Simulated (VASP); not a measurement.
Set up this calculation in VASP 6.6.1, as the native input.

| Property | Result |
| --- | --- |
| Task | relaxation of cell and atoms |
| Functional | MS2 |
| Potentials or basis | VASP PAW PBE potentials, release 64 (Zn, S) |
| Cutoff | 600 eV |
| k mesh | 8 × 8 × 5 |
| Occupations | fermi-dirac, width 0.05 eV |
| Spin | no spin polarisation |
| Further INCAR settings | ALGO = Normal; EDIFF = 1e-06; IBRION = 2; EDIFFG = -0.01; NSW = 60; ISIF = 3 |

The structure of ZnS (Wurtzite-2H) lies in POSCAR:

```
ZnS
1.0
    3.8110000000      0.0000000000      0.0000000000
   -1.9055000000      3.3004228138      0.0000000000
    0.0000000000      0.0000000000      6.2340000000
Zn S
2 2
Direct
    0.6666666667      0.3333333333      0.5000000000
    0.3333333333      0.6666666667      0.0000000000
    0.6666666667      0.3333333333      0.8850000000
    0.3333333333      0.6666666667      0.3850000000
```

These files were run (other wordings do the same):

INCAR

```
ALGO = Normal
EDIFF = 1E-6
EDIFFG = -0.01
ENCUT = 600
IBRION = 2
ISIF = 3
ISMEAR = -1
LASPH = True
LCHARG = False
LMIXTAU = True
LREAL = False
LWAVE = False
METAGGA = MS2
NELM = 100
NSW = 60
PREC = Accurate
SIGMA = 0.05
```

KPOINTS

```
k-points
0
Gamma
  8 8 5
```

Potentials or basis: VASP PAW PBE potentials, release 64 (Zn, S).

Run with:

```console
$ cat potpaw_PBE.64/Zn/POTCAR potpaw_PBE.64/S/POTCAR > POTCAR
$ mpirun -np 1 vasp_std > vasp.out
```

It gave:

- Relaxed volume: 19.56 Å³/atom
- Relaxed cell: a = 3.803 Å, b = 3.803 Å, c = 6.248 Å, α = 90.00°, β = 90.00°, γ = 120.00°
- Space group after relaxing (to 0.05 Å): P6_3mc (No. 186)
- Energy gained by relaxing: 6.3 meV/atom
- Ionic steps: 12
- Pressure after relaxing: 0.0 GPa
- Band gap on the k mesh: 2.60 eV, direct

Caveat: the PAW data sets were made with another functional, which shifts forces and pressure a little.

Wall time 20 min on 1 thread of Intel(R) Xeon(R) Platinum 8559C (Emerald Rapids), with other jobs on the host, peak memory 0.25 GiB.
